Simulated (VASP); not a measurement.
Write the native input for VASP 6.6.1 that does the following.

```yaml
Task: band structure
Functional: TB-mBJ
Potentials_or_basis: VASP PAW PBE potentials, release 64 (Cu, O)
Cutoff: 520 eV
k_mesh: 6 × 6 × 6
Occupations: gaussian, width 0.03 eV
Spin: no spin polarisation
Further_INCAR_settings: ALGO = Normal; EDIFF = 1e-06; NBANDS = 37
```

Crystal: Cu2O.

```
CELL_PARAMETERS angstrom
4.23113 0.00000 0.00000
0.00000 4.23113 0.00000
0.00000 0.00000 4.23113
ATOMIC_POSITIONS crystal
Cu 0.25000 0.25000 0.25000
Cu 0.25000 0.75000 0.75000
Cu 0.75000 0.75000 0.25000
Cu 0.75000 0.25000 0.75000
O 0.00000 0.00000 0.00000
O 0.50000 0.50000 0.50000
```

The input as run:

POSCAR

```
Cu2O                                    
1.0
    4.2311326687      0.0000000000      0.0000000000
    0.0000000000      4.2311326687      0.0000000000
    0.0000000000      0.0000000000      4.2311326687
  Cu              O             
     4     2
Direct
     0.2500000000000000    0.2500000000000000    0.2500000000000000
     0.2500000000000000    0.7500000000000000    0.7500000000000000
     0.7500000000000000    0.7500000000000000    0.2500000000000000
     0.7500000000000000    0.2500000000000000    0.7500000000000000
     0.0000000000000000    0.0000000000000000    0.0000000000000000
     0.5000000000000000    0.5000000000000000    0.5000000000000000
```

INCAR.step1

```
SYSTEM = Cu2O
ALGO = Normal
EDIFF = 1E-5
ENCUT = 520
GGA = PE
ISIF = 2
ISMEAR = 0
KPAR = 2
LASPH = .TRUE.
LCHARG = .FALSE.
LMAXMIX = 4
LREAL = .FALSE.
LWAVE = .TRUE.
NBANDS = 37
NELM = 80
PREC = Accurate
SIGMA = 0.03
```

INCAR.step2

```
SYSTEM = Cu2O
ALGO = Normal
EDIFF = 1E-6
ENCUT = 520
ISIF = 2
ISMEAR = 0
ISTART = 1
KPAR = 2
LASPH = .TRUE.
LCHARG = .FALSE.
LMAXMIX = 4
LREAL = .FALSE.
LWAVE = .FALSE.
METAGGA = MBJ
NBANDS = 37
NELM = 80
PREC = Accurate
SIGMA = 0.03
```

KPOINTS

```
k-points
0
G
  6 6 6
  0 0 0
```

KPOINTS_OPT

```
explicit points
94
Reciprocal
 0.0000000000  0.0000000000  0.0000000000 1
 0.0000000000  0.0357142857  0.0000000000 1
 0.0000000000  0.0714285714  0.0000000000 1
 0.0000000000  0.1071428571  0.0000000000 1
 0.0000000000  0.1428571429  0.0000000000 1
 0.0000000000  0.1785714286  0.0000000000 1
 0.0000000000  0.2142857143  0.0000000000 1
 0.0000000000  0.2500000000  0.0000000000 1
 0.0000000000  0.2857142857  0.0000000000 1
 0.0000000000  0.3214285714  0.0000000000 1
 0.0000000000  0.3571428571  0.0000000000 1
 0.0000000000  0.3928571429  0.0000000000 1
 0.0000000000  0.4285714286  0.0000000000 1
 0.0000000000  0.4642857143  0.0000000000 1
 0.0000000000  0.5000000000  0.0000000000 1
 0.0000000000  0.5000000000  0.0000000000 1
 0.0357142857  0.5000000000  0.0000000000 1
 0.0714285714  0.5000000000  0.0000000000 1
 0.1071428571  0.5000000000  0.0000000000 1
 0.1428571429  0.5000000000  0.0000000000 1
 0.1785714286  0.5000000000  0.0000000000 1
 0.2142857143  0.5000000000  0.0000000000 1
 0.2500000000  0.5000000000  0.0000000000 1
 0.2857142857  0.5000000000  0.0000000000 1
 0.3214285714  0.5000000000  0.0000000000 1
 0.3571428571  0.5000000000  0.0000000000 1
 0.3928571429  0.5000000000  0.0000000000 1
 0.4285714286  0.5000000000  0.0000000000 1
 0.4642857143  0.5000000000  0.0000000000 1
 0.5000000000  0.5000000000  0.0000000000 1
 0.5000000000  0.5000000000  0.0000000000 1
 0.4642857143  0.4642857143  0.0000000000 1
 0.4285714286  0.4285714286  0.0000000000 1
 0.3928571429  0.3928571429  0.0000000000 1
 0.3571428571  0.3571428571  0.0000000000 1
 0.3214285714  0.3214285714  0.0000000000 1
 0.2857142857  0.2857142857  0.0000000000 1
 0.2500000000  0.2500000000  0.0000000000 1
 0.2142857143  0.2142857143  0.0000000000 1
 0.1785714286  0.1785714286  0.0000000000 1
 0.1428571429  0.1428571429  0.0000000000 1
 0.1071428571  0.1071428571  0.0000000000 1
 0.0714285714  0.0714285714  0.0000000000 1
 0.0357142857  0.0357142857  0.0000000000 1
 0.0000000000  0.0000000000  0.0000000000 1
 0.0000000000  0.0000000000  0.0000000000 1
 0.0357142857  0.0357142857  0.0357142857 1
 0.0714285714  0.0714285714  0.0714285714 1
 0.1071428571  0.1071428571  0.1071428571 1
 0.1428571429  0.1428571429  0.1428571429 1
 0.1785714286  0.1785714286  0.1785714286 1
 0.2142857143  0.2142857143  0.2142857143 1
 0.2500000000  0.2500000000  0.2500000000 1
 0.2857142857  0.2857142857  0.2857142857 1
 0.3214285714  0.3214285714  0.3214285714 1
 0.3571428571  0.3571428571  0.3571428571 1
 0.3928571429  0.3928571429  0.3928571429 1
 0.4285714286  0.4285714286  0.4285714286 1
 0.4642857143  0.4642857143  0.4642857143 1
 0.5000000000  0.5000000000  0.5000000000 1
 0.5000000000  0.5000000000  0.5000000000 1
 0.4642857143  0.5000000000  0.4642857143 1
 0.4285714286  0.5000000000  0.4285714286 1
 0.3928571429  0.5000000000  0.3928571429 1
 0.3571428571  0.5000000000  0.3571428571 1
 0.3214285714  0.5000000000  0.3214285714 1
 0.2857142857  0.5000000000  0.2857142857 1
 0.2500000000  0.5000000000  0.2500000000 1
 0.2142857143  0.5000000000  0.2142857143 1
 0.1785714286  0.5000000000  0.1785714286 1
 0.1428571429  0.5000000000  0.1428571429 1
 0.1071428571  0.5000000000  0.1071428571 1
 0.0714285714  0.5000000000  0.0714285714 1
 0.0357142857  0.5000000000  0.0357142857 1
 0.0000000000  0.5000000000  0.0000000000 1
 0.5000000000  0.5000000000  0.0000000000 1
 0.5000000000  0.5000000000  0.0357142857 1
 0.5000000000  0.5000000000  0.0714285714 1
 0.5000000000  0.5000000000  0.1071428571 1
 0.5000000000  0.5000000000  0.1428571429 1
 0.5000000000  0.5000000000  0.1785714286 1
 0.5000000000  0.5000000000  0.2142857143 1
 0.5000000000  0.5000000000  0.2500000000 1
 0.5000000000  0.5000000000  0.2857142857 1
 0.5000000000  0.5000000000  0.3214285714 1
 0.5000000000  0.5000000000  0.3571428571 1
 0.5000000000  0.5000000000  0.3928571429 1
 0.5000000000  0.5000000000  0.4285714286 1
 0.5000000000  0.5000000000  0.4642857143 1
 0.5000000000  0.5000000000  0.5000000000 1
 0.0000000000  0.0000000000  0.0000000000 1
 0.5000000000  0.5000000000  0.0000000000 1
 0.5000000000  0.5000000000  0.5000000000 1
 0.0000000000  0.5000000000  0.0000000000 1
```

Potentials or basis: VASP PAW PBE potentials, release 64 (Cu, O).

Run with:

```bash
$ cat potpaw_PBE.64/Cu/POTCAR potpaw_PBE.64/O/POTCAR > POTCAR
$ cp INCAR.step1 INCAR
$ mpirun -np 2 vasp_std > vasp.out
$ cp INCAR.step2 INCAR
$ mpirun -np 2 vasp_std > vasp.out
```

It gave:

* Band gap on the k mesh: 0.84 eV, direct
* Band gap along the path: 0.84 eV, direct

It took 110 s on 2 MPI ranks on AMD EPYC 9R45 96-Core Processor (Zen 5), on a shared host, peak memory 0.21 GiB a rank.
